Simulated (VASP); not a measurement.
Wanted: the native input for a VASP 6.6.1 run.

```yaml
Task: band structure
Functional: PBEsol
Potentials_or_basis: VASP PAW PBE potentials, release 64 (Pb_d, Cs_sv, Cl)
Cutoff: 520 eV
k_mesh: 6 × 6 × 6
Occupations: gaussian, width 0.02 eV
Spin: no spin polarisation
Ladder: gaps
Further_INCAR_settings: ALGO = Fast; EDIFF = 1e-07; NBANDS = 30
```

The system is CsPbCl3.

```xyz
5
Lattice="5.6050 0.0000 0.0000 0.0000 5.6050 0.0000 0.0000 0.0000 5.6050" Properties=species:S:1:pos:R:3 pbc="T T T"
Pb    2.8025    2.8025    2.8025
Cs    0.0000    0.0000    0.0000
Cl    2.8025    0.0000    2.8025
Cl    0.0000    2.8025    2.8025
Cl    2.8025    2.8025    0.0000
```

One way to write it, as run:

POSCAR

```
CsPbCl3
1.0
    5.6050000000      0.0000000000      0.0000000000
    0.0000000000      5.6050000000      0.0000000000
    0.0000000000      0.0000000000      5.6050000000
Pb Cs Cl
1 1 3
Direct
    0.5000000000      0.5000000000      0.5000000000
    0.0000000000      0.0000000000      0.0000000000
    0.5000000000      0.0000000000      0.5000000000
    0.0000000000      0.5000000000      0.5000000000
    0.5000000000      0.5000000000      0.0000000000
```

INCAR.step1

```
SYSTEM = CsPbCl3
PREC = Accurate
ENCUT = 520
EDIFF = 1E-7
ISMEAR = 0
SIGMA = 0.02
LREAL = .FALSE.
LASPH = .TRUE.
NELM = 60
ALGO = Fast
ISIF = 2
LWAVE = .FALSE.
LCHARG = .TRUE.
GGA = PS
NBANDS = 30
KPAR = 2
```

KPOINTS.step1

```
regular mesh
0
G
  6 6 6
  0 0 0
```

INCAR.step2

```
SYSTEM = CsPbCl3
PREC = Accurate
ENCUT = 520
EDIFF = 1E-7
ISMEAR = 0
SIGMA = 0.05
LREAL = .FALSE.
LASPH = .TRUE.
NELM = 60
ALGO = Fast
ISIF = 2
LWAVE = .FALSE.
LCHARG = .FALSE.
GGA = PS
NBANDS = 30
ICHARG = 11
KPAR = 2
```

KPOINTS.step2

```
path GXMGRX,MR
10
line-mode
reciprocal
 0.0000000000  0.0000000000  0.0000000000  G
 0.0000000000  0.5000000000  0.0000000000  X

 0.0000000000  0.5000000000  0.0000000000  X
 0.5000000000  0.5000000000  0.0000000000  M

 0.5000000000  0.5000000000  0.0000000000  M
 0.0000000000  0.0000000000  0.0000000000  G

 0.0000000000  0.0000000000  0.0000000000  G
 0.5000000000  0.5000000000  0.5000000000  R

 0.5000000000  0.5000000000  0.5000000000  R
 0.0000000000  0.5000000000  0.0000000000  X

 0.5000000000  0.5000000000  0.0000000000  M
 0.5000000000  0.5000000000  0.5000000000  R
```

Potentials or basis: VASP PAW PBE potentials, release 64 (Pb_d, Cs_sv, Cl).

Launch:

```console
$ cat potpaw_PBE.64/Pb_d/POTCAR potpaw_PBE.64/Cs_sv/POTCAR potpaw_PBE.64/Cl/POTCAR > POTCAR
$ cp INCAR.step1 INCAR
$ cp KPOINTS.step1 KPOINTS
$ mpirun -np 2 vasp_std > vasp.out
$ cp INCAR.step2 INCAR
$ cp KPOINTS.step2 KPOINTS
$ mpirun -np 2 vasp_std > vasp.out
```

It gave:

```yaml
Band_gap_on_the_k_mesh: 1.81 eV, direct
Band_gap_along_the_path: 1.81 eV, direct
```

Caveat: the log is that of the step along the path at fixed density, whose energy, stress, charges and moments have no meaning; spin-orbit coupling is left out, which as a rule narrows the gap of such compounds by several tenths of an eV.

Wall time 93 s on 2 MPI ranks on Intel(R) Xeon(R) 6975P-C (Granite Rapids), on a shared host, peak memory 0.42 GiB a rank.
